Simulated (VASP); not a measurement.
# TiO2 (Anatase) (I4_1/amd) in VASP: further runs

The runs below take TiO2 (Anatase) through single point, with PBE.

Everything below comes from runs of VASP 6.6.1. Logs are shortened: lines on timing, memory, paths and dates and some standing lists are left out, and cuts for length are marked.

## 1. The undisturbed crystal

It takes space group I4_1/amd (No. 141, tetragonal). The conventional cell has a = 3.784 Å, b = 3.784 Å, c = 9.515 Å, α = 90.00°, β = 90.00°, γ = 90.00°. Around Ti (site symmetry -4m2) lie 6 O at 1.93 to 1.98 Å. O (site symmetry 2mm) is surrounded by 3 Ti at 1.93 to 1.98 Å.

## 2. Single point, PBE

The input, INCAR:

```
PREC = Accurate
ENCUT = 460
EDIFF = 1E-7
ISMEAR = 0
SIGMA = 0.05
LREAL = Auto
LASPH = True
NELM = 100
ALGO = Normal
ISIF = 2
LWAVE = False
LCHARG = False
GGA = PE
NBANDS = 25
ADDGRID = False
```

The input, KPOINTS:

```
Automatic mesh
0
Gamma
  5 5 5
```

The input, POSCAR:

```
TiO2
1.0
   -1.8921000000      1.8921000000      4.7573000000
    1.8921000000     -1.8921000000      4.7573000000
    1.8921000000      1.8921000000     -4.7573000000
Ti O
2 4
Direct
    0.7634100000      0.2505420000      0.5022120000
    0.0240310000     -0.0225460000     -0.0109780000
    0.8032660000      0.7916050000      0.0039110000
    0.5255800000      0.0234350000      0.4817660000
    0.9615640000      0.4693800000      0.5068500000
    0.1853180000      0.2146180000     -0.0384270000
```

Potentials or basis: VASP PAW PBE potentials, release 64 (Ti, O).

Launch:

```bash
cat potpaw_PBE.64/Ti/POTCAR potpaw_PBE.64/O/POTCAR > POTCAR
mpirun -np 1 vasp_std > vasp.out
```

OUTCAR:

```text
PREC = Accurate
   ENCUT = 460
   EDIFF = 1E-7
   ISMEAR = 0
   LREAL = Auto
   LASPH = True
   NELM = 100
   ISIF = 2
   GGA = PE

 Found     63 irreducible k-points:

 Following reciprocal coordinates:
            Coordinates               Weight
  0.000000  0.000000  0.000000      1.000000
  0.200000 -0.000000  0.000000      2.000000
 -0.000000  0.200000  0.000000      2.000000
 -0.000000  0.200000 -0.200000      2.000000
  0.200000 -0.000000 -0.200000      2.000000
  0.400000  0.000000  0.000000      2.000000
   k-points           NKPTS =     63   k-points in BZ     NKDIM =     63   number of bands    NBANDS=     25
   number of dos      NEDOS =    301   number of ions     NIONS =      6
   total plane-waves  NPLWV =  64000
   dimension x,y,z NGX =    40 NGY =   40 NGZ =   40
   dimension x,y,z NGXF=    80 NGYF=   80 NGZF=   80
   ions per type =               2   4
   NGX,Y,Z   is equivalent  to a cutoff of  12.18, 12.18, 12.18 a.u.
   NGXF,Y,Z  is equivalent  to a cutoff of  24.37, 24.37, 24.37 a.u.
 SYSTEM =  unknown system
   PREC   = accura    normal or accurate (medium, high low for compatibility)
   ISTART =      0    job   : 0-new  1-cont  2-samecut
   ICHARG =      2    charge: 1-file 2-atom 10-const
   ISPIN  =      1    spin polarized calculation?
   LNONCOLLINEAR =      F non collinear calculations
   LSORBIT =      F    spin-orbit coupling
   LASPH  =      T    aspherical Exc in radial PAW
   ENCUT  =  460.0 eV  33.81 Ry    5.81 a.u.   9.55  9.55  9.55*2*pi/ulx,y,z
   NELM   =    100;   NELMIN=  2; NELMDL= -5     # of ELM steps
   EDIFF  = 0.1E-06   stopping-criterion for ELM
   LREAL  =      T    real-space projection
   EDIFFG = 0.1E-05   stopping-criterion for IOM
   NSW    =      0    number of steps for IOM
   IBRION =     -1    ionic relax: 0-MD 1-quasi-New 2-CG
   NFREE  =      0    steps in history (QN), initial steepest desc. (CG)
   ISIF   =      2    stress and relaxation
   ISYM   =      2    0-nonsym 1-usesym 2-fastsym
   POTIM  = 0.5000    time-step for ionic-motion
   TEBEG  =    0.0;   TEEND  =   0.0 temperature during run
   PSTRESS=    0.0 pullay stress
   NELECT =      32.0000    total number of electrons
   NUPDOWN=      -1.0000    fix difference up-down
   EMIN   =  10.00;   EMAX   =-10.00  energy-range for DOS
[... 5 lines left out ...]
     AMIX     =   0.40;   BMIX     =  1.00
     AMIX_MAG =   1.60;   BMIX_MAG =  1.00
  volume/ion in A,a.u.               =      11.35        76.62
  Fermi-wavevector in a.u.,A,eV,Ry     =   1.272590  2.404847 22.034444  1.619486
  Thomas-Fermi vector in A             =   2.405460
   LORBIT       =      0    0 simple, 1 ext, 2 COOP (PROOUT), +10 PAW based schemes
   GGA     = PE    functional components
   LHFCALC =     F    Hartree Fock is set to
   AEXX    =    0.0000 exact exchange contribution
   IVDW    =     0    specifies the selected vdW correction
   LEPSILON=     F    determine dielectric tensor
   LRPA    =     F    only Hartree local field effects (RPA)
 non-spin polarized calculation
 Gauss-broadening in eV      SIGMA  =   0.05
  energy-cutoff  :      460.00
  volume of cell :       68.13
 maximum number of plane-waves:      1547
 NGX is ok and might be reduce to    40
   NGX = 19   NGY = 19   NGZ = 19

 number of electron      32.0000003 magnetization

 Free energy of the ion-electron system (eV)
  ---------------------------------------------------
  ext. energy  EPLUGINS =         0.00000000
  ---------------------------------------------------
  free energy    TOTEN  =       -52.51245813 eV

  energy without entropy =      -52.51245813  energy(sigma->0) =      -52.51245813

 E-fermi :   1.0157     XC(G=0): -10.5289

 val. band max:        0.7798579345   @ k =   0.0000   0.0000  -0.4000
 cond. band min:       2.9961168432   @ k =   0.0000   0.0000   0.0000
 fundamental gap:      2.2162589086
 Fermi energy:         1.0156826298

 k-point     1 :       0.0000    0.0000    0.0000
  band No.  band energies     occupation
      1     -16.9497      2.00000
      2     -16.0538      2.00000
      3     -15.8429      2.00000
      4     -15.5295      2.00000
      5      -3.1882      2.00000
      6      -3.0603      2.00000
[... 17 lines left out ...]
     24       5.8032      0.00000
     25       5.9636      0.00000

 k-point     2 :       0.2000   -0.0000    0.0000
  band No.  band energies     occupation
      1     -16.7744      2.00000
      2     -15.9665      2.00000
      3     -15.7570      2.00000
      4     -15.5042      2.00000
      5      -3.3668      2.00000
      6      -3.1749      2.00000
[... 17 lines left out ...]
     24       6.3479      0.00000
     25       6.7745      0.00000

 k-point     3 :      -0.0000    0.2000    0.0000
  band No.  band energies     occupation
      1     -16.7689      2.00000
      2     -15.9959      2.00000
      3     -15.7900      2.00000
      4     -15.5001      2.00000
      5      -3.6314      2.00000
      6      -3.1086      2.00000
[... 17 lines left out ...]
     24       6.2832      0.00000
     25       6.5834      0.00000

 k-point     4 :      -0.0000    0.2000   -0.2000
  band No.  band energies     occupation
      1     -16.7685      2.00000
      2     -15.9685      2.00000
      3     -15.7616      2.00000
      4     -15.5043      2.00000
      5      -3.3721      2.00000
      6      -3.2072      2.00000
[... 17 lines left out ...]
     24       6.3522      0.00000
     25       6.6810      0.00000

 k-point     5 :       0.2000   -0.0000   -0.2000
  band No.  band energies     occupation
      1     -16.7720      2.00000
      2     -15.9947      2.00000
      3     -15.7873      2.00000
      4     -15.5008      2.00000
      5      -3.6147      2.00000
      6      -3.1387      2.00000
[... 17 lines left out ...]
     24       6.2896      0.00000
     25       6.5486      0.00000

 k-point     6 :       0.4000    0.0000    0.0000
  band No.  band energies     occupation
      1     -16.5041      2.00000
      2     -15.7851      2.00000
      3     -15.6426      2.00000
      4     -15.4244      2.00000
      5      -3.9048      2.00000
      6      -3.3871      2.00000
[... 17 lines left out ...]
     24       6.5599      0.00000
     25       7.2611      0.00000

 [... further k-points ...]
[... 5 lines left out ...]
  --------------------------------------------------------------------------------------
  -------------------------------------------------------------------------------------
  Total        5.3041976      7.5805672      1.1154626      0.1873833      0.3614581      0.4126174
  in kB      124.7445476    178.2803929     26.2335399      4.4068947      8.5008015      9.7039688
  external PRESSURE =     109.7528268 kB  Pullay stress =       0.0000000 kB

 VOLUME and BASIS-vectors are now :
 -----------------------------------------------------------------------------
  energy-cutoff  :      460.00
  volume of cell :       68.13
      direct lattice vectors                 reciprocal lattice vectors
    -1.892100000  1.892100000  4.757300000     0.000000000  0.264256646  0.105101633
     1.892100000 -1.892100000  4.757300000     0.264256646  0.000000000  0.105101633
     1.892100000  1.892100000 -4.757300000     0.264256646  0.264256646  0.000000000

 POSITION                                       TOTAL-FORCE (eV/Angst)
 -----------------------------------------------------------------------------------
     -0.02016      1.92063      2.43450         0.092439     -1.693719      0.031768
      3.67530      0.06736      0.05929         1.315553     -0.985278     -0.406944
     -0.01466      0.02946      7.56867         0.151508     -0.551710     -0.024723
     -0.03856      1.86166      0.31992         0.274159      0.588679      1.248108
      0.02775      1.89027      4.39619        -1.813529     -0.239588      0.138337
      1.87483      1.76395     -2.67188        -0.020129      2.881616     -0.986546
 -----------------------------------------------------------------------------------
    total drift:                                0.000967     -0.000717      0.000602

  FREE ENERGIE OF THE ION-ELECTRON SYSTEM (eV)
  ---------------------------------------------------
  free  energy   TOTEN  =       -52.5124581328 eV

  energy  without entropy=      -52.5124581328  energy(sigma->0) =      -52.51245813
```

Wall time 5.8 min (1 thread of Intel Xeon Platinum 8259CL at 2.50GHz (Skylake/Cascade Lake), shared host); peak memory 0.27 GiB.

These settings aren't checked as converged: the numbers below hold their error.

What came out:

| Property | Result |
| --- | --- |
| Free energy | -52.5125 eV |
| Pressure | 11.0 GPa |
| Largest force | 3.046 eV/Å |
| Band gap on the k mesh | 2.22 eV, indirect (least direct gap 2.63 eV) |

Caveat: the k mesh is coarse (spacing up to 0.47 Å⁻¹), so the values aren't converged; the cutoff is under 1.25 times the usual one of these potentials, so pressure, stress and relaxed cells hold a basis-set (Pulay) error; an odd mesh through Γ misses points on the zone boundary, where band edges often lie.

## 3. Single point, PBE

Edit INCAR of step 2 so:

```diff
@@ -2,6 +2,6 @@
 ENCUT = 460
-EDIFF = 1E-7
+EDIFF = 0.001
 ISMEAR = 0
 SIGMA = 0.05
-LREAL = Auto
+LREAL = False
 LASPH = True
```

KPOINTS is that of step 2.

POSCAR is that of step 2.

Potentials or basis: VASP PAW PBE potentials, release 64 (Ti, O).

Launch:

```bash
cat potpaw_PBE.64/Ti/POTCAR potpaw_PBE.64/O/POTCAR > POTCAR
mpirun -np 1 vasp_std > vasp.out
```

It took 1.7 min on 1 thread of Intel Xeon Platinum 8259CL at 2.50GHz (Skylake/Cascade Lake), shared host; peak memory 0.28 GiB.

The run converged, but some of its settings lie outside the range that counts as converged, so its numbers aren't taken as properties of the crystal.

Results:

```yaml
Free_energy: -52.5120 eV
Pressure: 11.2 GPa
Largest_force: 3.046 eV/Å
Band_gap_on_the_k_mesh: 2.22 eV, indirect (least direct gap 2.64 eV)
```

Caveat: the k mesh is coarse (spacing up to 0.47 Å⁻¹), so the values aren't converged; the cutoff is under 1.25 times the usual one of these potentials, so pressure, stress and relaxed cells hold a basis-set (Pulay) error; an odd mesh through Γ misses points on the zone boundary, where band edges often lie.

## 4. Single point, PBE

Edit INCAR of step 3 so:

```diff
@@ -2,3 +2,3 @@
 ENCUT = 460
-EDIFF = 0.001
+EDIFF = 1E-5
 ISMEAR = 0
```

KPOINTS is that of step 3.

POSCAR is that of step 3.

Launch:

```bash
cat potpaw_PBE.64/Ti/POTCAR potpaw_PBE.64/O/POTCAR > POTCAR
mpirun -np 1 vasp_std > vasp.out
```

Run time: 1.9 min. Hardware: 1 thread of Intel Xeon Platinum 8259CL at 2.50GHz (Skylake/Cascade Lake), shared host; peak memory 0.28 GiB.

These settings aren't checked as converged: the numbers below hold their error.

What came out:

```
Free energy            : -52.5120 eV
Pressure               : 11.2 GPa
Largest force          : 3.044 eV/Å
Band gap on the k mesh : 2.22 eV, indirect (least direct gap 2.63 eV)
```

Caveat: the k mesh is coarse (spacing up to 0.47 Å⁻¹), so the values aren't converged; the cutoff is under 1.25 times the usual one of these potentials, so pressure, stress and relaxed cells hold a basis-set (Pulay) error; an odd mesh through Γ misses points on the zone boundary, where band edges often lie.

## 5. Single point, PBE

Edit INCAR of step 4 so:

```diff
@@ -2,3 +2,3 @@
 ENCUT = 460
-EDIFF = 1E-5
+EDIFF = 1E-7
 ISMEAR = 0
@@ -14,2 +14,2 @@
 NBANDS = 25
-ADDGRID = False
+ADDGRID = True
```

KPOINTS is that of step 4.

POSCAR is that of step 4.

Launch:

```bash
cat potpaw_PBE.64/Ti/POTCAR potpaw_PBE.64/O/POTCAR > POTCAR
mpirun -np 1 vasp_std > vasp.out
```

Run time: 2.7 min. Hardware: 1 thread of Intel Xeon Platinum 8259CL at 2.50GHz (Skylake/Cascade Lake), shared host; peak memory 0.47 GiB.

The run converged, but some of its settings lie outside the range that counts as converged, so its numbers aren't taken as properties of the crystal.

Results:

* Free energy: -52.5120 eV
* Pressure: 11.0 GPa
* Largest force: 3.045 eV/Å
* Band gap on the k mesh: 2.22 eV, indirect (least direct gap 2.63 eV)

Caveat: the k mesh is coarse (spacing up to 0.47 Å⁻¹), so the values aren't converged; the cutoff is under 1.25 times the usual one of these potentials, so pressure, stress and relaxed cells hold a basis-set (Pulay) error; an odd mesh through Γ misses points on the zone boundary, where band edges often lie.

## 6. Single point, PBE

The input, INCAR:

```
PREC = Normal
ENCUT = 460
EDIFF = 1E-4
ISMEAR = 0
SIGMA = 0.05
LREAL = Auto
LASPH = True
NELM = 100
ALGO = Normal
ISIF = 2
LWAVE = False
LCHARG = False
GGA = PE
NBANDS = 25
ADDGRID = False
```

KPOINTS is that of step 5.

POSCAR is that of step 5.

Potentials or basis: VASP PAW PBE potentials, release 64 (Ti, O).

Launch:

```bash
cat potpaw_PBE.64/Ti/POTCAR potpaw_PBE.64/O/POTCAR > POTCAR
mpirun -np 1 vasp_std > vasp.out
```

Wall time 2 min (1 thread of Intel Xeon Platinum 8259CL at 2.50GHz (Skylake/Cascade Lake), shared host); peak memory 0.2 GiB.

These settings aren't checked as converged: the numbers below hold their error.

Results:

```
Free energy            : -52.5150 eV
Pressure               : 11.3 GPa
Largest force          : 3.046 eV/Å
Band gap on the k mesh : 2.22 eV, indirect (least direct gap 2.63 eV)
```

Caveat: the k mesh is coarse (spacing up to 0.47 Å⁻¹), so the values aren't converged; the cutoff is under 1.25 times the usual one of these potentials, so pressure, stress and relaxed cells hold a basis-set (Pulay) error; an odd mesh through Γ misses points on the zone boundary, where band edges often lie.
